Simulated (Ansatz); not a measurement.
Run record: Fe

We look at Fe: an experimental structure (space group Fm-3m), with 1 atom per cell. The computed pressure is over 10 GPa in size, so the cell is far from the computed equilibrium volume. Source: COD entry 9014605, which need not be the ambient phase.

These are results of DFT, PBE, PAW, plane waves, scalar-relativistic (Ansatz), not measurements.

Input:

```yaml
crystal:
  lattice:
    - [0.0, 1.7775, 1.7775]
    - [1.7775, 0.0, 1.7775]
    - [1.7775, 1.7775, 0.0]
  atoms:
    - { symbol: Fe, position: [0.0, 0.0, 0.0], spin: 4.0 }
magnetization:
  spin_polarized: true
hamiltonian:
  xc: pbe
  pseudopotentials: { kind: paw }
basis:
  ecutwfc: 420
kpoints:
  mp_grid: { grid: [13, 13, 13] }
scf:
  occupations: { method: fermi_dirac, width: 0.1 }
  lower_state_search: "off"
  algorithm: direct_min
  max_iter: 150
output:
  forces: true
  stress: true
  write_density: true
  write_potential: true
  elf: true
  volumetric_format: npy
```

Launched as:
```sh
ansatz run input.yaml --threads 2 --pin off --max-ram 5120MiB --backend cpu --events-out ev --progress --plain --runs-dir out
```

What the program printed (shortened):

```
Pseudopotentials: kind: paw
Pseudopotential: Fe, paw, valence charge 16, recommended cutoff 420 eV (normal), Fe.paw.azcp
Functional definition: PBE
Crystal: 1 atoms, lattice volume = 11.232 Å³
Basis set: ecut = 420 eV, 229 PW (Γ), exchange–correlation on 36×36×36 points (8 copies of the dense FFT grid, shifted against one another)
Bands: 14, of which v1, the nominal top of the filled ones, is band 8 counted from 1 (7 counted from 0)
Symmetry: 48 space group operations
Space group: Fm-3m (ITA 225), of the structure as read, at distance tolerance 2.2e-5 Å
Magnetic group: BNS 225.116 (UNI 1618), of the structure as read, at distance tolerance 2.2e-5 Å
k-points: 84 of 2197
Non-local potential: Fe, projectors of the file, l = 0: 3, l = 1: 2, l = 2: 3, l = 3: 1
Initial density: superposition of atomic densities (chi_scale 0.1, normalization cell)
Starting moments: Σ|m| = 4 μB on 1 of 1 site
Initial wavefunctions: pseudopotential atomic-orbital guess
Functional: x = pbe(κ = 0.804, μ = 0.2195149727645171), c = pbe(β = 0.06672455060314922)
iter 1 solved again at ethr=1.51e-3 eV; its pass at ethr=1.00e-1 eV (dr2=2.42e-1 eV) is discarded
SCF iter   1: F=—  HF=-4479.806670 eV  |F-HF|=—  |Δ(HF+E_count)|=         —  Δρ=1.39e-1 (↑1.39e-1 ↓9.32e-2)  dr2=2.35e-1  dr2_m=1.35e0  M=2.749 μB ∫|m|=2.769 μB  β_m=0.30  ethr=1.51e-3  ⟨swp⟩=3.1  Hψ=12433  notcnv=0
preconditioner: auto → none  [metal: Δε(μ)=0.007 eV  Ē_g=15.186 eV  σ=0.100 eV  W_gap=0.02  n_scr=0 (ndim 8)  ℏωp=31.3 eV  f_vac=0.000  D(μ)=1.04/eV (n_scr^D=14)]
iter 2 solved again at ethr=4.22e-5 eV; its pass at ethr=1.47e-3 eV (dr2=6.75e-3 eV) is discarded
SCF iter   2: F=—  HF=-4480.020256 eV  |F-HF|=—  |Δ(HF+E_count)|=   2.14e-1  Δρ=8.55e-2 (↑8.55e-2 ↓8.35e-2)  dr2=6.19e-3  dr2_m=7.30e-1  M=2.683 μB ∫|m|=2.718 μB  β_m=0.30  ethr=4.22e-5  ⟨swp⟩=3.0  Hψ=9786  notcnv=0  defer=3
SCF iter   3: F=—  HF=-4480.151616 eV  |F-HF|=—  |Δ(HF+E_count)|=   1.31e-1  Δρ=6.54e-2 (↑6.54e-2 ↓6.07e-2)  dr2=5.60e-3  dr2_m=4.07e-1  M=2.646 μB ∫|m|=2.693 μB  β_m=0.30  ethr=3.87e-5  ⟨swp⟩=3.0  Hψ=5497  notcnv=0
SCF iter   4: F=—  HF=-4480.221467 eV  |F-HF|=—  |Δ(HF+E_count)|=   6.99e-2  Δρ=4.75e-2 (↑4.47e-2 ↓4.75e-2)  dr2=9.90e-4  dr2_m=2.19e-1  M=2.620 μB ∫|m|=2.676 μB  β_m=0.30  ethr=3.50e-5  ⟨swp⟩=3.0  Hψ=5554  notcnv=0  defer=1
SCF iter   5: F=—  HF=-4480.261312 eV  |F-HF|=—  |Δ(HF+E_count)|=   3.98e-2  Δρ=3.53e-2 (↑3.46e-2 ↓3.53e-2)  dr2=7.76e-5  dr2_m=1.26e-1  M=2.595 μB ∫|m|=2.658 μB  β_m=0.30  ethr=6.19e-6  ⟨swp⟩=3.0  Hψ=4726  notcnv=0
SCF iter   6: F=—  HF=-4480.283349 eV  |F-HF|=—  |Δ(HF+E_count)|=   2.20e-2  Δρ=2.74e-2 (↑2.70e-2 ↓2.74e-2)  dr2=1.22e-5  dr2_m=7.63e-2  M=2.569 μB ∫|m|=2.638 μB  β_m=0.30  ethr=4.85e-7  ⟨swp⟩=3.9  Hψ=5802  notcnv=0
Mixer restart at iter 6: flushing history
spin-set hold released at iteration 6 (site moments contracting): the magnetisation degrees of freedom join the quasi-Newton model from the next iteration; the mixer history was flushed
SCF iter   7: F=—  HF=-4480.295938 eV  |F-HF|=—  |Δ(HF+E_count)|=   1.26e-2  Δρ=2.25e-2 (↑2.25e-2 ↓2.18e-2)  dr2=4.39e-5  dr2_m=5.05e-2  M=2.541 μB ∫|m|=2.616 μB  ethr=7.60e-8  ⟨swp⟩=4.0  Hψ=6558  notcnv=0
Mixer restart at iter 7: flushing history
SCF iter   8: F=—  HF=-4480.346049 eV  |F-HF|=—  |Δ(HF+E_count)|=   5.01e-2  Δρ=6.58e-3 (↑1.15e-3 ↓6.58e-3)  dr2=1.56e-3  dr2_m=1.45e-3  M=1.479 μB ∫|m|=1.556 μB  ethr=7.60e-8  ⟨swp⟩=5.3  Hψ=9172  notcnv=0
SCF iter   9: F=—  HF=-4480.346118 eV  |F-HF|=—  |Δ(HF+E_count)|=   6.89e-5  Δρ=3.50e-3 (↑3.50e-3 ↓3.11e-3)  dr2=1.31e-5  dr2_m=1.12e-3  M=1.448 μB ∫|m|=1.520 μB  ethr=7.60e-8  ⟨swp⟩=4.5  Hψ=6634  notcnv=0
SCF iter  10: F=—  HF=-4480.347189 eV  |F-HF|=—  |Δ(HF+E_count)|=   1.07e-3  Δρ=4.30e-4 (↑4.30e-4 ↓3.93e-4)  dr2=4.83e-5  dr2_m=9.20e-8  M=1.318 μB ∫|m|=1.380 μB  ethr=7.60e-8  ⟨swp⟩=3.9  Hψ=6104  notcnv=0
SCF iter  11: F=—  HF=-4480.347179 eV  |F-HF|=—  |Δ(HF+E_count)|=   1.07e-5  Δρ=9.22e-5 (↑9.22e-5 ↓7.83e-5)  dr2=1.25e-8  dr2_m=7.45e-7  M=1.319 μB ∫|m|=1.382 μB  ethr=7.60e-8  ⟨swp⟩=2.0  Hψ=3833  notcnv=0
SCF iter  12: F=—  HF=-4480.347179 eV  |F-HF|=—  |Δ(HF+E_count)|=   8.31e-7  Δρ=1.47e-5 (↑6.41e-6 ↓1.47e-5)  dr2=7.91e-9  dr2_m=1.06e-8  M=1.322 μB ∫|m|=1.385 μB  ethr=7.80e-11  ⟨swp⟩=4.5  Hψ=7049  notcnv=0
SCF iter  13: F=-4480.347179 eV  HF=-4480.347179 eV  |F-HF|=1.09e-11  |Δ(HF+E_count)|=   1.16e-8  Δρ=6.43e-7 (↑6.43e-7 ↓5.71e-7)  dr2=4.40e-13  dr2_m=3.74e-11  M=1.323 μB ∫|m|=1.386 μB  ethr=4.94e-11  ⟨swp⟩=2.8  Hψ=4083  notcnv=0
SCF 1 converged in 13 iterations: F = -4480.347179 eV  dr2 = 4.40e-13
  Residual-converged pass: ⟨swp⟩=5.0  Hψ=7241  notcnv=0  max |occ|·‖R‖ = 9.9e-9 eV (tolerance 1.0e-8 eV)  dr2=3.30e-13  dr2_m=3.50e-11  dr2_onsite=3.69e-11  max |Δocc| = 9.2e-9
  greatest PAW one-centre occupation: 1.000 electrons in one spin orbital (limit 2), on the Fe atom at site 0 (counted from 0), in its partial waves of l = 0
this state was not tested for a lower state beside it, because a direct minimisation reached the state, and no test of it is asked (direct_minimisation; see scf.lower_state_search)
SCF converged after 13 iterations
Magnetization: 1.3228 μB (8.6614 up, 7.3386 down)
Absolute magnetization: 1.3858 μB (∫|ρ↑−ρ↓|, with the PAW one-centre terms)
Spin contamination: 0.0211 ħ² per cell (⟨S²⟩ above its minimum at these occupations)
Per-site moments (μB) at R_I (Å): [(1.3477, 1.0369)]
Free energy (F): -4480.347179 eV
Harris-Foulkes:  -4480.347179 eV  (|F-HF|=1.09e-11)
Internal energy: -4480.290577 eV  (E = F + TS)
E sigma→0 (E₀):  -4480.318878 eV
Entropy (-TS):   -0.056602 eV (-56.602 meV/atom)
Fermi energy:    18.801246 eV
--- Per-component energies (eV) ---
  E_band       = -209.212746
  E_kinetic    = 351.368331
  E_local      = -2047.641086  (includes V_loc(G=0)·N_el)
  E_nonlocal   = 216.131523
  E_hartree    = 859.952975
  E_xc         = -118.208258
  E_vxc        = -152.242923  (∫ρ·V_xc dr)
  E_paw        = -1364.789305  (= ΣΔE_a)
  E_vpaw       = -296.735164  (= ΣTr[D̂ρ^β])
  E_aug_tail   = 0.000649  (compensation charges beyond the density's cutoff)
  E_ewald      = -2377.105406
  E_smearing   = -0.056602  (= −TS)
  E_closure    = -0.000000  (closes the sum)
  Σ components = -4480.347179   (vs F -4480.347179, Δ=0.00e0)
--- Forces (eV/Å), atoms counted from 1 ---
  atom   1  Fe     0.00000000    -0.00000000    -0.00000000
  max |Σ_I F_I| component: 2.10e-29 eV/Å
--- Stress (GPa, compression-positive) ---
      -10.010856      -0.000000       0.000000
       -0.000000     -10.010856      -0.000000
        0.000000      -0.000000     -10.010856
  P = ⅓ Tr σ = -10.0109 GPa (-100.109 kbar)
--- Band table (eV; the first three rows and the last of 168) ---
  k-point 0 ↑: bands = ["-68.9752", "-34.7648", "-34.7648", "-34.7648", "10.2103", "16.8735", "16.8735", "16.8735", "17.8287", "17.8287", "40.6738", "45.4256", "45.4256", "45.4256"]
  k-point 1 ↑: bands = ["-68.9708", "-34.7898", "-34.7682", "-34.7682", "10.4449", "16.7962", "16.9346", "16.9346", "17.8028", "17.8028", "40.3181", "43.2886", "45.1697", "45.1697"]
  k-point 2 ↑: bands = ["-68.9585", "-34.8588", "-34.7775", "-34.7775", "11.1209", "16.6097", "17.0431", "17.0431", "17.8003", "17.8003", "38.0193", "41.8410", "44.6841", "44.6841"]
  k-point 83 ↓: bands = ["-67.2811", "-33.5198", "-33.4816", "-33.3660", "16.0578", "16.6558", "17.0284", "19.5751", "20.4791", "26.5071", "28.3649", "30.5372", "31.7079", "47.2819"]
```

With one magnetic atom in the cell its copies can only be parallel; orders in a larger cell may lie lower. Only one magnetic start was run, with no search, so the state need not be the lowest.

The run took 8.8 s on 2 threads of Arm Neoverse N1, with other jobs on the host, peak memory 0.35 GiB.
